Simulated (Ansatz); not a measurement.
Input and command of a plane-wave DFT calculation in Ansatz:

```yaml
crystal:
  lattice:
    - [0.0, -3.606548178, 0.0]
    - [-2.0057619042, 0.0, 3.6538976902]
    - [-4.0990886026, 0.0, -3.9660773316]
  atoms:
    - { symbol: O, position: [0.5, 0.561838485, 0.4144497544], spin: 0.61 }
    - { symbol: O, position: [0.0, 0.061838485, 0.9144497544], spin: 0.61 }
    - { symbol: O, position: [0.5, 0.438161515, 0.5855502456], spin: 0.61 }
    - { symbol: O, position: [0.0, 0.938161515, 0.0855502456], spin: 0.61 }
basis:
  ecutwfc: 420
kpoints:
  mp_grid: { grid: [6, 6, 4] }
hamiltonian:
  xc: pbe
  dispersion: d3bj
scf:
  occupations: { method: gaussian, width: 0.05 }
output:
  forces: true
  stress: true
  eigenvalues: true
  populations: true
  write_density: true
  write_potential: true
  elf: true
  volumetric_format: npy
magnetization:
  spin_polarized: true
```

```bash
ansatz run input.yaml --threads 1 --pin off --max-ram 2560MiB --backend cpu --events-out ev --progress --plain --runs-dir out
```

Processor: Arm Neoverse V1, 1 thread, on a host shared with other jobs.

Question: How long does it run, and how much memory does it take?

Answer: About 19 s on 1 thread of Arm Neoverse V1, with other jobs on the host, peak memory 0.39 GiB. It solves 18 bands at 56 k points (the mesh reduced by the symmetry that the task leaves, which can be less than the crystal's) with about 1599 plane waves, in 11 SCF iterations.
